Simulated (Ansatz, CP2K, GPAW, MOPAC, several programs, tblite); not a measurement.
**CaO (CsCl type) from semi-empirical methods to plane-wave DFT**

CaO in the CsCl-type structure, relaxed with r2SCAN in Ansatz, was computed with several methods. It is cubic, Pm-3m (No. 221); a = 2.903 Å in the conventional setting, 12.24 Å³ an atom. Ca has 8 O at 2.51 Å; O has 8 Ca at 2.51 Å. (Calculated; spin-unpolarised; the phase may be known or hypothetical.)

```cif
data_structure
_symmetry_space_group_name_H-M 'Pm-3m'
_symmetry_Int_Tables_number 221
_cell_length_a 2.9032
_cell_length_b 2.9032
_cell_length_c 2.9032
_cell_angle_alpha 90.000
_cell_angle_beta 90.000
_cell_angle_gamma 90.000
_cell_volume 24.47
loop_
_atom_site_label
_atom_site_type_symbol
_atom_site_symmetry_multiplicity
_atom_site_Wyckoff_symbol
_atom_site_fract_x
_atom_site_fract_y
_atom_site_fract_z
_atom_site_occupancy
Ca1 Ca 1 a 0.00000 0.00000 0.00000 1
O1 O 1 b 0.50000 0.50000 0.50000 1
```

Gaps and times are for a single point on this cell; volume and bulk modulus come from each method's own relaxation or energy curve at fixed shape. Times are rough, from shared hosts (Arm Neoverse V1), and each method has its own mesh and cell size. A dagger marks a closed or tiny gap in a crystal that DFT finds insulating: a failure of the method or a wrong SCF state. PM6 (MOPAC), PM7 (MOPAC), GFN1-xTB (tblite), GFN2-xTB (tblite) treat a cluster of cells at its zone centre, which samples few k points: where these miss a band edge, the gap comes out too large for that reason alone. Gaps from k meshes are read at a limited set of points (mesh, symmetry points, PBE's band edges), so each method's own least gap may be somewhat smaller. xTB and the PM methods were fitted mostly to molecules, and can miss a solid's gap by electronvolts. Minimal bases can be far off for gaps. GLLB-SC's gap includes the derivative discontinuity. d marks a direct gap, i an indirect one (no mark: not told apart), a dash a value that wasn't computed or didn't pass its checks.

```json
{"method": "light PBE (260 eV and a coarse mesh)", "kind": "light plane-wave", "gap (eV)": "2.76 i", "own volume (Å³/atom)": "–", "bulk modulus (GPa)": "–", "atoms computed": "2", "processor time": "0.51 s"}
{"method": "PBE", "kind": "semilocal", "gap (eV)": "2.77 i", "own volume (Å³/atom)": "12.63", "bulk modulus (GPa)": "107", "atoms computed": "2", "processor time": "1.1 s"}
{"method": "PM6 (MOPAC)", "kind": "semi-empirical", "gap (eV)": "5.40", "own volume (Å³/atom)": "–", "bulk modulus (GPa)": "–", "atoms computed": "54", "processor time": "2.2 s"}
{"method": "PM7 (MOPAC)", "kind": "semi-empirical", "gap (eV)": "3.38", "own volume (Å³/atom)": "–", "bulk modulus (GPa)": "–", "atoms computed": "54", "processor time": "2.6 s"}
{"method": "r2SCAN", "kind": "semilocal", "gap (eV)": "3.28 i", "own volume (Å³/atom)": "12.24", "bulk modulus (GPa)": "122", "atoms computed": "2", "processor time": "2.6 s"}
{"method": "GFN1-xTB (tblite)", "kind": "tight binding", "gap (eV)": "0.00†", "own volume (Å³/atom)": "–", "bulk modulus (GPa)": "–", "atoms computed": "54", "processor time": "5.3 s"}
{"method": "GLLB-SC (GPAW)", "kind": "model potential", "gap (eV)": "5.97", "own volume (Å³/atom)": "–", "bulk modulus (GPa)": "–", "atoms computed": "2", "processor time": "5.5 s"}
{"method": "PBE/SZV (CP2K)", "kind": "small basis", "gap (eV)": "1.58 i", "own volume (Å³/atom)": "–", "bulk modulus (GPa)": "–", "atoms computed": "2", "processor time": "5.6 s"}
{"method": "GFN2-xTB (tblite)", "kind": "tight binding", "gap (eV)": "0.16†", "own volume (Å³/atom)": "–", "bulk modulus (GPa)": "–", "atoms computed": "54", "processor time": "8 s"}
{"method": "PBE/DZVP (CP2K)", "kind": "small basis", "gap (eV)": "2.63 i", "own volume (Å³/atom)": "12.82", "bulk modulus (GPa)": "113", "atoms computed": "2", "processor time": "13 s"}
{"method": "PBE/single zeta (GPAW)", "kind": "small basis", "gap (eV)": "2.43 i", "own volume (Å³/atom)": "–", "bulk modulus (GPa)": "–", "atoms computed": "2", "processor time": "53 s"}
```

Against r2SCAN (3.28 eV) and with closed or daggered gaps left aside, the nearest gap at the points sampled is that of PM7 (MOPAC) (+0.10 eV) and the farthest that of GLLB-SC (GPAW) (+2.69 eV). r2SCAN is only a yardstick of convenience: semilocal gaps usually lie below measured ones, which GLLB-SC and hybrids aim to mend.

Volumes against r2SCAN's: PBE +3.2 %, PBE/DZVP (CP2K) +4.8 %.
